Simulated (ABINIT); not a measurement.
SiC (Moissanite 3C), 2 atoms in the cell. The structure is cubic, space group F-43m (No. 216). The conventional cell has a = 4.358 Å, b = 4.358 Å, c = 4.358 Å, α = 90.00°, β = 90.00°, γ = 90.00°. Around Si (site symmetry -43m) lie 4 C at 1.89 Å. Around C (site symmetry -43m) lie 4 Si at 1.89 Å. 

* Program: ABINIT 10.8.3 (patched build)
* Task: optical spectrum by the Bethe-Salpeter equation
* Functional: PBEsol
* Potentials or basis: PseudoDojo NC SR PBEsol v0.4 stringent
* Cutoff: 1007 eV
* k mesh: 6 × 6 × 6, shifted
* Occupations: fixed
* Spin: no spin polarisation
* Scissor shift (eV): 1
* Valence bands: 4
* Conduction bands: 3
* Cutoff of the screening (Ha): 2
* Broadening (eV): 0.2
* Solver: Haydock
* Screened term: none (RPA with local fields)

Potentials or basis: PseudoDojo NC SR PBEsol v0.4 stringent.

Command:

```console
$ abinit run.abi > log 2>&1
```

Hardware: 1 thread of Intel(R) Xeon(R) Platinum 8488C (Sapphire Rapids), on a shared host.

Q: How long does it take, and how much memory?

A: Wall time 79 s on 1 thread of Intel(R) Xeon(R) Platinum 8488C (Sapphire Rapids), with other jobs on the host, peak memory 0.44 GiB. Counts: scf iterations 10, mpi ranks 1, k points 16, bands 4, plane waves 1524.
